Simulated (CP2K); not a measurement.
Runs of CP2K 2026.2 on Cl. Symmetry: Cmce, No. 64, orthorhombic system. Conventional cell: a = 6.290 Å, b = 4.500 Å, c = 8.210 Å, α = 90.00°, β = 90.00°, γ = 90.00°. Cl (site symmetry m) is surrounded by 1 Cl at 2.02 Å. 

```tsv
task	level	potentials or basis	cell	k mesh	smearing	EPS_DEFAULT	NGRIDS	EXTRAPOLATION	basis sets	potentials	gap on the mesh (eV)	pressure (GPa)	largest force (eV/Å)
relaxation of cell and atoms	PBE	POTENTIAL_UZH Cl GTH-PBE-q7; TZVP-MOLOPT-PBE-GTH basis	relaxed	6 × 6 × 3	fermi-dirac 0.0259 eV	1.0E-10	5	USE_PREV_P	Cl TZVP-MOLOPT-PBE-GTH-q7	Cl GTH-PBE-q7 of POTENTIAL_UZH	(a)	0.0	0.04
band structure	r2SCAN	POTENTIAL_UZH Cl GTH-SCAN-q7; TZVP-MOLOPT-SCAN-GTH basis	as given	7 × 7 × 4	fermi-dirac 0.01 eV	1.0E-9	4	-	Cl TZVP-MOLOPT-SCAN-GTH-q7	Cl GTH-SCAN-q7 of POTENTIAL_UZH	(b)	-0.2	0.15
band structure	LDA	GTH_POTENTIALS Cl GTH-PADE-q7; TZVP-MOLOPT-PBE-GTH basis	as given	7 × 7 × 4	fermi-dirac 0.0259 eV	1.0E-9	4	-	Cl TZVP-MOLOPT-PBE-GTH-q7	Cl GTH-PADE-q7 of GTH_POTENTIALS	(d)	-2.0	0.14
band structure	TB-mBJ	POTENTIAL_UZH Cl GTH-PBE-q7; TZVP-MOLOPT-PBE-GTH basis	as given	7 × 7 × 4	fermi-dirac 0.0259 eV	1.0E-9	4	-	Cl TZVP-MOLOPT-PBE-GTH-q7	Cl GTH-PBE-q7 of POTENTIAL_UZH	3.05	-	-
band structure	PBE	POTENTIAL_UZH Cl GTH-PBE-q7; TZVP-MOLOPT-PBE-GTH basis	as given	7 × 7 × 4	fermi-dirac 0.05 eV	1.0E-10	5	-	Cl TZVP-MOLOPT-PBE-GTH-q7	Cl GTH-PBE-q7 of POTENTIAL_UZH	(c)	0.9	0.28
band structure	PBEsol	POTENTIAL_UZH Cl GTH-PBE-q7; TZVP-MOLOPT-PBE-GTH basis	as given	7 × 7 × 4	fermi-dirac 0.05 eV	1.0E-9	4	-	Cl TZVP-MOLOPT-PBE-GTH-q7	Cl GTH-PBE-q7 of POTENTIAL_UZH	2.33	-0.3	0.20
```

Alike in all rows: no spin polarisation.

Question: Fill in the values left out.

Answer: (a) 2.21; (b) 2.75; (c) 2.39; (d) 2.24.

Caveats: the basis of atomic orbitals isn't converged, which shifts pressures, moduli and gaps; the potentials were made for another functional, which shifts forces and pressure (some runs); the printed path begins after the first move (some runs); an odd mesh through Γ misses points on the zone boundary, where band edges often lie (some runs); this is a model potential without an energy functional, so only levels have meaning (some runs).

Not every run made on this cell is shown here.
